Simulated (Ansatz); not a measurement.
## 3-layer Ga2SSe (AB) in a perpendicular field

What dipole does a perpendicular field induce in the 3-layer Ga2SSe (AB), and does the gap follow? A positive field points along +c.

Program: Ansatz 0.2.0. Level of theory: plane-wave DFT, PBE-D3(BJ), Ansatz PAW. Results are calculated unless marked as measured.

### 1. Set-up

The cell holds 12 atoms: 3 Se, 6 Ga and 3 S. Its edges and angles: a = 3.705 Å, b = 3.705 Å, c = 70.039 Å, α = 90.0°, β = 90.0°, γ = 120.0°. Regions: layer 1: Ga2SSe, 4 atoms (1 Se, 2 Ga and 1 S); layer 2: Ga2SSe, 4 atoms (1 Se, 2 Ga and 1 S); layer 3: Ga2SSe, 4 atoms (1 Se, 2 Ga and 1 S). Vacuum lies along c.

### 2. Relaxing the slab

The starting cell is a guess, so the in-plane lattice and the atoms are relaxed first, with the slab cut off from its images along the normal.

Contents of input.yaml:

```yaml
crystal:
  lattice:
    - [3.705, 0.0, 0.0]
    - [-1.8525, 3.208624121, 0.0]
    - [0.0, 0.0, 70.0390258977]
  atoms:
    - { symbol: Se, position: [0.3333333333, 0.6666666667, 0.3605132949] }
    - { symbol: Ga, position: [0.0, 0.0, 0.377568041] }
    - { symbol: Ga, position: [0.0, 0.0, 0.4124057614] }
    - { symbol: S, position: [0.3333333333, 0.6666666667, 0.424472998] }
    - { symbol: Se, position: [0.6666666667, 0.3333333333, 0.4680201485] }
    - { symbol: Ga, position: [0.3333333333, 0.6666666667, 0.4850748946] }
    - { symbol: Ga, position: [0.3333333333, 0.6666666667, 0.5199126149] }
    - { symbol: S, position: [0.6666666667, 0.3333333333, 0.5319798515] }
    - { symbol: Se, position: [0.3333333333, 0.6666666667, 0.575527002] }
    - { symbol: Ga, position: [0.0, 0.0, 0.5925817481] }
    - { symbol: Ga, position: [0.0, 0.0, 0.6274194685] }
    - { symbol: S, position: [0.3333333333, 0.6666666667, 0.6394867051] }
  periodic: [true, true, false]
kpoints:
  mp_grid: { grid: [12, 12, 1] }
hamiltonian:
  xc: pbe
  dispersion: d3bj
scf:
  occupations: { method: fermi_dirac, width: 0.05 }
  convergence: { dr2_threshold: 1.0e-09 }
relax:
  f_tol: 0.004
  max_steps: 90
  cell: {}
output:
  write_potential: true
  write_density: true
  volumetric_format: npy
```

Run with:

```sh
ansatz run input.yaml --threads 4 --pin off --max-ram 12288MiB --backend cpu --events-out ev --progress --plain --runs-dir out
```

Numbers of over 12 decimals in the logs are rounded to 6 here.

Log:

```text
Warning: relax.cell: scf.convergence.dr2_threshold = 1e-9 eV is looser than the 1.37527296826e-10 eV advised for a relaxation that steers and ends on the stress (1e-10 eV for each atom of the cell: 12, times the square of relax.cell.stress_2d_tol = 0.05 N/m over 29.5 Å (the atoms' height at the walk's start and 5 Å past either face), 1.693e-2 GPa, over a crystal's default 0.05). What an SCF threshold leaves in a stress goes as its square root, and in the free energy as the threshold itself, and one threshold admits the most on a small cell: [figures from the program's tests cut] Set scf.convergence.dr2_threshold to 1.37527296826e-10 eV or tighter. [rest of the remark cut]
Engine: ansatz 0.2.0, x86_64-unknown-linux-gnu
Pseudopotentials: kind: paw
Pseudopotential: Se, paw, valence charge 16, recommended cutoff 420 eV (normal), Se.paw.azcp
Pseudopotential: Ga, paw, valence charge 13, recommended cutoff 420 eV (normal), Ga.paw.azcp
Pseudopotential: S, paw, valence charge 6, recommended cutoff 420 eV (normal), S.paw.azcp
Functional definition: PBE
  parameter kappa = 0.804
  parameter beta = 0.066725
  exchange = pbe_x(kappa = kappa, mu = beta*pi^2/3)
  correlation = pbe_c(beta = beta)
Crystal: 12 atoms, lattice volume = 832.621 Å³
Basis set: ecut = 420 eV, 16315 PW (Γ), exchange–correlation on 50×50×960 points (8 copies of the dense FFT grid, shifted against one another)
Bands: 87, of which v1, the nominal top of the filled ones, is band 72 counted from 1 (71 counted from 0)
Symmetry: 6 space group operations
Space group: P3m1 (ITA 156), of the structure as read, at distance tolerance 9.4e-5 Å
k-points: 19 of 144 (time reversal used)
Non-local potential: Se, projectors of the file, l = 0: 2, l = 1: 2, l = 2: 3, l = 3: 1
Non-local potential: Ga, projectors of the file, l = 0: 2, l = 1: 2, l = 2: 3, l = 3: 1
Non-local potential: S, projectors of the file, l = 0: 2, l = 1: 2, l = 2: 2
PAW form: soft (Blöchl's): semilocal exchange-correlation on the pseudo side does not see the compensation charge
PAW one-centre angular grid: Se, 590 points (default); XC on 64 Gauss nodes
PAW one-centre angular grid: Ga, 590 points (default); XC on 64 Gauss nodes
PAW one-centre angular grid: S, 110 points (default); XC on 64 Gauss nodes
Initial density: superposition of atomic densities (neutral atoms: chi_scale 0, normalization atom), corrected by the library's trained network
Initial wavefunctions: pseudopotential atomic-orbital guess
Functional: x = pbe(κ = 0.804, μ = 0.219515), c = pbe(β = 0.066725)
SCF iter   1: F=—  HF=-41821.503673 eV  |F-HF|=—  |Δ(HF+E_count)|=         —  Δρ=1.20e-3  dr2=4.32e-2  ethr=1.77e-3  ⟨swp⟩=9.1  Hψ=8350  notcnv=0  defer=26
preconditioner: auto → Resta (q_TF=auto, 2.036 Å⁻¹)  ε∞=1.9  [insulator: Δε(μ)=0.912 eV  Ē_g=14.417 eV  σ=0.050 eV  W_gap=1.00  n_scr=122 (ndim 8)  ℏωp=13.7 eV  f_vac=0.672  D(μ)=0.00/eV (n_scr^D=0)  ε∞_Penn≈1.9  vacuum switching on, ρ_ref=1.5e-2 e/Å³]
SCF iter   2: F=—  HF=-41821.504340 eV  |F-HF|=—  |Δ(HF+E_count)|=   6.67e-4  Δρ=7.37e-4  dr2=6.63e-2  ethr=3.00e-5  ⟨swp⟩=3.0  Hψ=3442  notcnv=0  defer=145
SCF iter   3: F=—  HF=-41821.497952 eV  |F-HF|=—  |Δ(HF+E_count)|=   6.39e-3  Δρ=3.71e-4  dr2=4.99e-3  ethr=3.00e-5  ⟨swp⟩=2.4  Hψ=1985  notcnv=0  defer=146
SCF iter   4: F=—  HF=-41821.498155 eV  |F-HF|=—  |Δ(HF+E_count)|=   2.03e-4  Δρ=1.61e-4  dr2=4.26e-4  ethr=3.46e-6  ⟨swp⟩=2.2  Hψ=2221  notcnv=0  defer=134
SCF iter   5: F=—  HF=-41821.498389 eV  |F-HF|=—  |Δ(HF+E_count)|=   2.34e-4  Δρ=7.95e-5  dr2=2.08e-4  ethr=2.96e-7  ⟨swp⟩=3.1  Hψ=2630  notcnv=0  defer=134
SCF iter   6: F=—  HF=-41821.498404 eV  |F-HF|=—  |Δ(HF+E_count)|=   1.46e-5  Δρ=4.24e-5  dr2=3.52e-5  ethr=1.44e-7  ⟨swp⟩=2.4  Hψ=1773  notcnv=0  defer=134
SCF iter   7: F=—  HF=-41821.498433 eV  |F-HF|=—  |Δ(HF+E_count)|=   2.94e-5  Δρ=2.05e-5  dr2=3.90e-6  ethr=2.45e-8  ⟨swp⟩=2.5  Hψ=2601  notcnv=0  defer=134
SCF iter   8: F=—  HF=-41821.498501 eV  |F-HF|=—  |Δ(HF+E_count)|=   6.78e-5  Δρ=7.73e-6  dr2=1.49e-6  ethr=2.71e-9  ⟨swp⟩=2.9  Hψ=3394  notcnv=0  defer=134
SCF iter   9: F=—  HF=-41821.498501 eV  |F-HF|=—  |Δ(HF+E_count)|=   4.59e-7  Δρ=3.64e-6  dr2=6.70e-7  ethr=1.04e-9  ⟨swp⟩=2.3  Hψ=2029  notcnv=0  defer=134
SCF iter  10: F=—  HF=-41821.498501 eV  |F-HF|=—  |Δ(HF+E_count)|=   3.55e-9  Δρ=1.89e-6  dr2=3.02e-8  ethr=4.66e-10  ⟨swp⟩=2.2  Hψ=1860  notcnv=0  defer=134
SCF iter  11: F=—  HF=-41821.498501 eV  |F-HF|=—  |Δ(HF+E_count)|=   8.46e-8  Δρ=9.83e-7  dr2=1.02e-8  ethr=2.10e-11  ⟨swp⟩=3.0  Hψ=3128  notcnv=0  defer=134
SCF iter  12: F=—  HF=-41821.498501 eV  |F-HF|=—  |Δ(HF+E_count)|=   1.04e-8  Δρ=3.79e-7  dr2=1.35e-9  ethr=7.08e-12  ⟨swp⟩=2.7  Hψ=2811  notcnv=0  defer=134
SCF iter  13: F=—  HF=-41821.498501 eV  |F-HF|=—  |Δ(HF+E_count)|=   3.32e-9  Δρ=1.90e-7  dr2=3.49e-9  ethr=1.00e-12  ⟨swp⟩=10.1  Hψ=12008  notcnv=0
SCF iter  14: F=-41821.498501 eV  HF=-41821.498501 eV  |F-HF|=6.98e-10  |Δ(HF+E_count)|=  4.51e-10  Δρ=9.41e-8  dr2=9.75e-11  ethr=1.00e-12  ⟨swp⟩=6.8  Hψ=10059  notcnv=0
SCF 1 converged in 14 iterations: F = -41821.498501 eV  dr2 = 9.75e-11
  greatest PAW one-centre occupation: 1.000 electrons in one spin orbital (limit 2), on the Se atom at site 8 (counted from 0), in its partial waves of l = 2
relax step   1: F+E_penalty+E_count = -41821.49850122 eV  Δ(F+E_penalty+E_count) = +0.000e0 eV  max|allowed force component| = 1.361e0 eV/Å  Δτ_max = 0.0000 Å  P = +5.230 N/m  Ω = 832.621 Å³  fix = [c, alpha, beta]  reactions: c +0.000 N/m  (14 SCF iters, accepted)
Crystal: 12 atoms, lattice volume = 817.534 Å³
Basis set: ecut = 420 eV, 15919 PW (Γ), exchange–correlation on 50×50×960 points (8 copies of the dense FFT grid, shifted against one another)
Initial density: handed on by an earlier stage of this run
Initial wavefunctions: those handed on with the density
iter 1 solved again at ethr=1.97e-4 eV; its pass at ethr=3.10e-3 eV (dr2=2.83e-1 eV) is discarded
SCF iter   1: F=—  HF=-41821.911229 eV  |F-HF|=—  |Δ(HF+E_count)|=         —  Δρ=3.90e-3  dr2=2.78e-1  ethr=1.97e-4  ⟨swp⟩=4.0  Hψ=8210  notcnv=0  defer=1
preconditioner: auto → Resta (q_TF=auto, 2.043 Å⁻¹)  ε∞=1.9  [insulator: Δε(μ)=1.225 eV  Ē_g=14.309 eV  σ=0.050 eV  W_gap=1.00  n_scr=110 (ndim 8)  ℏωp=13.9 eV  f_vac=0.668  D(μ)=0.00/eV (n_scr^D=0)  ε∞_Penn≈1.9  vacuum switching on, ρ_ref=1.5e-2 e/Å³]
SCF iter   2: F=—  HF=-41821.902179 eV  |F-HF|=—  |Δ(HF+E_count)|=   9.05e-3  Δρ=2.63e-3  dr2=3.42e-1  ethr=1.93e-4  ⟨swp⟩=6.7  Hψ=3869  notcnv=0  defer=64
[...]
relax step   4: F+E_penalty+E_count = -41821.90378446 eV  Δ(F+E_penalty+E_count) = -4.227e-3 eV  max|allowed force component| = 4.493e-2 eV/Å  Δτ_max = 0.0489 Å  P = +0.034 N/m  Ω = 823.102 Å³  energy of the carried Pulay correction = +6.224e-4 eV  fix = [c, alpha, beta]  reactions: c +0.000 N/m  (11 SCF iters, accepted)
[...]
relax step   5: F+E_penalty+E_count = -41821.90449790 eV  Δ(F+E_penalty+E_count) = -7.134e-4 eV  max|allowed force component| = 3.465e-2 eV/Å  Δτ_max = 0.0568 Å  P = +0.042 N/m  Ω = 822.082 Å³  energy of the carried Pulay correction = +6.895e-4 eV  fix = [c, alpha, beta]  reactions: c +0.000 N/m  (12 SCF iters, accepted)
[...]
relax step   6: F+E_penalty+E_count = -41821.90486144 eV  Δ(F+E_penalty+E_count) = -3.635e-4 eV  max|allowed force component| = 9.304e-3 eV/Å  Δτ_max = 0.0153 Å  P = +0.005 N/m  Ω = 822.609 Å³  energy of the carried Pulay correction = +6.548e-4 eV  fix = [c, alpha, beta]  reactions: c +0.000 N/m  (10 SCF iters, accepted)
[...]
relax step   7: F+E_penalty+E_count = -41821.90489975 eV  Δ(F+E_penalty+E_count) = -3.831e-5 eV  max|allowed force component| = 3.661e-3 eV/Å  Δτ_max = 0.0070 Å  P = -0.001 N/m  Ω = 822.505 Å³  energy of the carried Pulay correction = +6.617e-4 eV  fix = [c, alpha, beta]  reactions: c -0.000 N/m  (9 SCF iters, accepted)
Initial wavefunctions: pseudopotential atomic-orbital guess (no wavefunctions were taken with the density)
iter 1 solved again at ethr=2.31e-7 eV; its pass at ethr=3.10e-3 eV (dr2=3.32e-4 eV) is discarded
SCF iter   1: F=—  HF=-41821.904152 eV  |F-HF|=—  |Δ(HF+E_count)|=         —  Δρ=7.36e-6  dr2=1.54e-7  ethr=2.31e-7  ⟨swp⟩=5.4  Hψ=15156  notcnv=0
eigensolver tolerance schedule: the retry pair's looser diagonalisation over-reported the residual by 2154.64 of it (diagonalisation noise at 0.19 of the residual, at the tolerance the schedule requests for it); recorded, not acted on — ethr = c·dr2/N_el stays at c = 1.0e-1
SCF iter   2: F=—  HF=-41821.904257 eV  |F-HF|=—  |Δ(HF+E_count)|=   1.05e-4  Δρ=6.45e-6  dr2=1.48e-7  ethr=1.07e-10  ⟨swp⟩=4.7  Hψ=5051  notcnv=0
SCF iter   3: F=—  HF=-41821.904257 eV  |F-HF|=—  |Δ(HF+E_count)|=   4.93e-8  Δρ=1.11e-6  dr2=5.16e-8  ethr=1.03e-10  ⟨swp⟩=2.0  Hψ=2736  notcnv=0
SCF iter   4: F=—  HF=-41821.904257 eV  |F-HF|=—  |Δ(HF+E_count)|=   3.94e-9  Δρ=8.86e-7  dr2=8.93e-8  ethr=3.58e-11  ⟨swp⟩=3.0  Hψ=2957  notcnv=0
SCF iter   5: F=-41821.904257 eV  HF=-41821.904257 eV  |F-HF|=8.00e-10  |Δ(HF+E_count)|=   9.68e-9  Δρ=2.23e-7  dr2=8.78e-10  ethr=1.00e-12  ⟨swp⟩=13.9  Hψ=14188  notcnv=0
SCF 8 converged in 5 iterations: F = -41821.904257 eV  dr2 = 8.78e-10
relax step   8: F+E_penalty+E_count = -41821.90425702 eV  Δ(F+E_penalty+E_count) = +6.427e-4 eV  max|allowed force component| = 3.692e-3 eV/Å  Δτ_max = 0.0000 Å  P = -0.002 N/m  Ω = 822.505 Å³  fix = [c, alpha, beta]  reactions: c -0.000 N/m  stress off target by 2.38e-3 N/m on what of the cell is left free  SCF on the basis re-selected at this cell (its energy is not comparable with the rows above)  (5 SCF iters)
basis re-selected at this cell: Δ(F+E_penalty+E_count) = +6.427e-4 eV, ΔP = -0.002 N/m vs the last step (what re-selecting the basis moved, of the pressure what is left beyond the Pulay correction that the steps carried, after the strain that the cell walked since its last selection, with what the two solves' SCF thresholds leave and, on support functions, any second-order correction that the steps lacked; it is no m [...]
WARN: The output density's exchange-correlation potential varies sharply where the density is thin. Do not read a vacuum level from v_tot or v_xc, or from such a field of the output density. On a cell that repeats whose density bears no net charge and no dipole along the vacuum's axis use v_es (v_loc + v_h of the components); under efield.dipole_correction with no amplitude use v_es + v_field, which holds any externa [...]
SCF converged after 5 iterations
Free energy (F): -41821.904257 eV
Harris-Foulkes:  -41821.904257 eV  (|F-HF|=8.00e-10)
Internal energy: -41821.904257 eV  (E = F + TS)
E sigma→0 (E₀):  -41821.904257 eV
Entropy (-TS):   -0.000000 eV (-0.000 meV/atom)
Fermi energy:    -4.757775 eV
--- Per-component energies (eV) ---
  E_band       = -3388.655387
  E_kinetic    = 1367.647765
  E_local      = -1594868.073800  (includes V_loc(G=0)·N_el)
  E_nonlocal   = 847.657118
  E_hartree    = 795996.452878
  E_xc         = -1017.026863
  E_vxc        = -902.603719  (∫ρ·V_xc dr)
  E_paw        = -19468.342189  (= ΣΔE_a)
  E_vpaw       = -1826.192364  (= ΣTr[D̂ρ^β])
  E_aug_tail   = -0.002382  (compensation charges beyond the density's cutoff)
  E_ewald      = 775322.901403
  E_disp       = -3.118186  (pairwise vdW)
  E_smearing   = -0.000000  (= −TS)
  E_closure    = -0.000000  (closes the sum)
  Σ components = -41821.904257   (vs F -41821.904257, Δ=0.00e0)
--- Forces (eV/Å), atoms counted from 1 ---
  atom   1  Se     0.00000000     0.00000000     0.00042326
  atom   2  Ga     0.00000000    -0.00000000     0.00257633
  atom   3  Ga    -0.00000000    -0.00000000    -0.00229113
  atom   4  S      0.00000000     0.00000000    -0.00073925
  atom   5  Se     0.00000000     0.00000000     0.00174394
  atom   6  Ga     0.00000000    -0.00000000     0.00213149
  atom   7  Ga     0.00000000    -0.00000000    -0.00369132
  atom   8  S      0.00000000     0.00000000    -0.00041816
  atom   9  Se     0.00000000     0.00000000     0.00080891
  atom  10  Ga     0.00000000    -0.00000000    -0.00019619
  atom  11  Ga     0.00000000    -0.00000000    -0.00099895
  atom  12  S      0.00000000     0.00000000     0.00065469
  max |Σ_I F_I| component: 3.63e-6 eV/Å
--- 2D stress c σ (N/m, compression-positive) ---
       -0.002377       0.000000      -0.000000
        0.000000      -0.002377       0.000000
       -0.000000       0.000000      -0.000000
  P = ½ c Tr σ = -0.0024 N/m
--- Band table (eV; the first three rows and the last of 19) ---
  k-point 0: bands = [... 68 lower, -6.1103, -5.9544, -5.9544, -5.5065, -4.1017, -3.6855, -3.3166, -2.8852, ... 11 higher]
  k-point 1: bands = [... 68 lower, -6.3305, -6.0752, -5.9700, -5.4889, -3.6589, -3.3174, -2.9806, -2.4549, ... 11 higher]
  k-point 2: bands = [... 68 lower, -6.3788, -6.3727, -5.9659, -5.5891, -3.1039, -2.8414, -2.5844, -2.5218, ... 11 higher]
  k-point 18: bands = [... 68 lower, -7.5560, -7.5187, -7.2608, -7.1584, -3.6022, -3.4865, -3.1248, -2.6669, ... 11 higher]
  the weakly bound empty levels are not read free of the cell's end (no_gap_told)
--- Relaxed structure (7 steps of the walk, 7 accepted, 1 SCFs on fresh bases) ---
  F+E_penalty+E_count = -41821.90425702 eV   max|allowed force component| = 3.692e-3 eV/Å   (the final SCF, on the basis selected at the relaxed cell)
  cell:  # Å, volume = 822.5049 Å³
    - [3.682425, 0, 0]
    - [-1.841212, 3.189073, 0]
    - [0, 0, 70.0390258977]
  atoms:
    - { symbol: Se, position: [0.333333, 0.666667, 0.355366] }
    - { symbol: Ga, position: [-2.7233934682933627e-17, -3.0839528462168923e-17, 0.372798] }
    - { symbol: Ga, position: [-2.6931846827513003e-17, -3.0839528462168923e-17, 0.407732] }
    - { symbol: S, position: [0.333333, 0.666667, 0.422655] }
    - { symbol: Se, position: [0.666667, 0.333333, 0.466905] }
    - { symbol: Ga, position: [0.333333, 0.666667, 0.484286] }
    - { symbol: Ga, position: [0.333333, 0.666667, 0.519205] }
    - { symbol: S, position: [0.666667, 0.333333, 0.534118] }
    - { symbol: Se, position: [0.333333, 0.666667, 0.578735] }
    - { symbol: Ga, position: [-1.3355952806433239e-18, -3.0839528462168923e-17, 0.596104] }
    - { symbol: Ga, position: [-1.0231847194283244e-18, -3.0839528462168923e-17, 0.631042] }
    - { symbol: S, position: [0.333333, 0.666667, 0.646018] }
```

The job ended after 4.6 min (4 threads of Intel Xeon Platinum 8488C (Sapphire Rapids), shared host; peak memory 2.5 GiB).

Relaxation path:

| step | energy less that of the first step (eV) | largest force component (eV/Å) | volume (Å³) |
| --- | --- | --- | --- |
| 1 | 0.0000 | 1.3609 | 832.62 |
| 2 | -0.3654 | 0.2561 | 817.53 |
| 3 | -0.4011 | 0.1351 | 824.99 |
| 4 | -0.4053 | 0.0449 | 823.10 |
| 5 | -0.4060 | 0.0347 | 822.08 |
| 6 | -0.4064 | 0.0093 | 822.61 |
| 7 | -0.4064 | 0.0037 | 822.50 |
| 8* | -0.4058 | 0.0037 | 822.50 |

Relaxation steps marked * repeat the geometry before them on a plane-wave basis chosen anew for their cell, so energy and pressure can jump there.

Forces are held to the 6 operations that the run works with; a distortion that breaks them can't arise in this run.

| cell as run | before | after | change |
| --- | --- | --- | --- |
| a (Å) | 3.705 | 3.682 | -0.6 % |
| b (Å) | 3.705 | 3.682 | -0.6 % |

The atoms that moved most (Å, along periodic axes as changes of fractional coordinates times the final cell, across vacuum about the mean position):

| atom | dx | dy | dz | length |
| --- | --- | --- | --- | --- |
| S12 | 0.000 | 0.000 | 0.457 | 0.457 |
| Se1 | 0.000 | 0.000 | -0.361 | 0.361 |
| Ga2 | 0.000 | 0.000 | -0.334 | 0.334 |
| Ga3 | 0.000 | 0.000 | -0.327 | 0.327 |
| Ga11 | 0.000 | 0.000 | 0.254 | 0.254 |
| Ga10 | 0.000 | 0.000 | 0.247 | 0.247 |
| Se9 | 0.000 | 0.000 | 0.225 | 0.225 |
| S8 | 0.000 | 0.000 | 0.150 | 0.150 |

The lattice constant a goes from 3.705 to 3.682 Å.

[end of part 1 of 4]

[Logs are printed without paths, hosts, clocks, repeated set-up lines and the standing remarks that a program may print on its own settings, such as how far it seeks lower states.]

[Hosts, paths, dates, database ids (printed as entryN), source tags and the programs' standing remarks are cut or masked in the printed files.]

[Maps of the electrostatic potential energy from Ansatz leave out the sawtooth potential of an applied field or a dipole correction, so their vacuum need not be flat; planar profiles and work functions include it.]
